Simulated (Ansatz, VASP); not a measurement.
# Two plane-wave programs on Al

File INCAR:

```
PREC = Accurate ; ENCUT = 520
EDIFF = 1E-7 ; ISMEAR = 1
SIGMA = 0.01 ; LREAL = False
LASPH = True ; NELM = 60
ALGO = Normal ; ISIF = 2
LWAVE = False ; LCHARG = True
GGA = PS ; IVDW = 12
LELF = True ; LVHAR = True
NBANDS = 10
```

KPOINTS

```
regular mesh
0
Gamma
  6 6 6
```

The input POSCAR:

```
Al
1.0
    2.2169470600      1.2799549800      4.7063649800
   -2.2169470600      1.2799549800      4.7063649800
    0.0000000000     -2.5599099700      4.7063649800
Al
2
Direct
    0.1963518300      0.1963518300      0.1963518300
    0.8036481700      0.8036481700      0.8036481700
```

Input for Ansatz:

```yaml
crystal:
  lattice:
    - [2.21694706, 1.27995498, 4.70636498]
    - [-2.21694706, 1.27995498, 4.70636498]
    - [0.0, -2.55990997, 4.70636498]
  atoms:
    - { symbol: Al, position: [0.19635183, 0.19635183, 0.19635183] }
    - { symbol: Al, position: [0.80364817, 0.80364817, 0.80364817] }
basis:
  ecutwfc: 460.0
  fft_grid_basis: typed
kpoints:
  mp_grid:
    grid: [6, 6, 6]
hamiltonian:
  xc: pbesol
  dispersion: d3bj
scf:
  mixing:
    algorithm: anderson
    preconditioner: none
  occupations:
    method: methfessel_paxton
    width: 0.01
output:
  write_density: true
```

This isn't the form of Al at room conditions, which is fcc.

Alike in both runs: task single point; functional PBEsol; dispersion D3(BJ); k mesh 6 × 6 × 6; occupations methfessel-paxton of order 1, width 0.01 eV; no spin polarisation.

```csv
,VASP,Ansatz
version,VASP 6.6.1,Ansatz 0.2.0
potentials or method,"VASP PAW PBE potentials, release 64 (Al)","plane waves, PAW"
plane-wave cutoff (eV),520,460
valence electrons in the cell,6,6
```

```tsv
	VASP	Ansatz	Ansatz less VASP
dispersion energy (meV/atom)	-137.4	-137.4	-0.04
```
